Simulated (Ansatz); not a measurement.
CdS (Greenockite), 4 atoms in the cell. The structure is hexagonal, space group P6_3mc (No. 186). Conventional cell: a = 4.150 Å, b = 4.150 Å, c = 6.737 Å, α = 90.00°, β = 90.00°, γ = 120.00°. Around Cd (site symmetry 3m) lie 4 S at 2.53 to 2.54 Å. Around S (site symmetry 3m) lie 4 Cd at 2.53 to 2.54 Å. 

```yaml
Program: Ansatz 0.2.0
Task: relaxation of cell and atoms
Functional: BLYP
Potentials_or_basis: Ansatz PAW
Cutoff: "420 eV (not typed: the program's choice for these potentials)"
k_mesh: 7 × 7 × 4
Occupations: fermi-dirac, width 0.05 eV
Spin: no spin polarisation
```

Potentials or basis: Ansatz PAW.

Launch:

```sh
$ ansatz run input.yaml --threads 2 --pin off --max-ram 5632MiB --backend cpu --events-out ev --progress --plain --runs-dir out
```

Hardware: 2 threads of Intel(R) Xeon(R) Processor @ 2.50GHz (Skylake/Cascade Lake) (shared host).

**Question.** Estimate the wall time of this run.

**Answer.** It took 22 s on 2 threads of Intel(R) Xeon(R) Processor @ 2.50GHz (Skylake/Cascade Lake) (shared host), peak memory 0.41 GiB. Counts: scf iterations 27, plane waves 2177, k points 24, bands 32, ion steps 5.
